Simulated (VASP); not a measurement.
Input:

```yaml
crystal:
  lattice:
    - [1.77541, -3.07510, 0.00000]
    - [1.77541, 3.07510, 0.00000]
    - [0.00000, 0.00000, 5.72821]
  atoms:
    - { symbol: In, position: [0.66667, 0.33333, 0.49984] }
    - { symbol: In, position: [0.33333, 0.66667, 0.99984] }
    - { symbol: N, position: [0.66667, 0.33333, 0.87916] }
    - { symbol: N, position: [0.33333, 0.66667, 0.37916] }
```

All values below come from r2SCAN meta-GGA, VASP's PBE PAW potentials (set 64) (plane waves; VASP). Numerical set-up: 520 eV cut-off, 8×8×5 Γ-centred mesh, tetrahedra with Blöchl corrections, potentials In_d N.

The cores are frozen, which limits the accuracy of field gradients.

Question: Give the principal components of the electric field gradient (V/Å²) and the asymmetry η at each nucleus.

Answer: 
| atom | Vxx | Vyy | Vzz | η |
|---|---|---|---|---|
| In1 | -6.0 | -6.0 | 11.9 | 0.00 |
| In2 | -6.0 | -6.0 | 11.9 | 0.00 |
| N3 | 0.3 | 0.3 | -0.6 | 0.00 |
| N4 | 0.3 | 0.3 | -0.6 | 0.00 |

The compound is InN in the wurtzite structure. It was relaxed first.
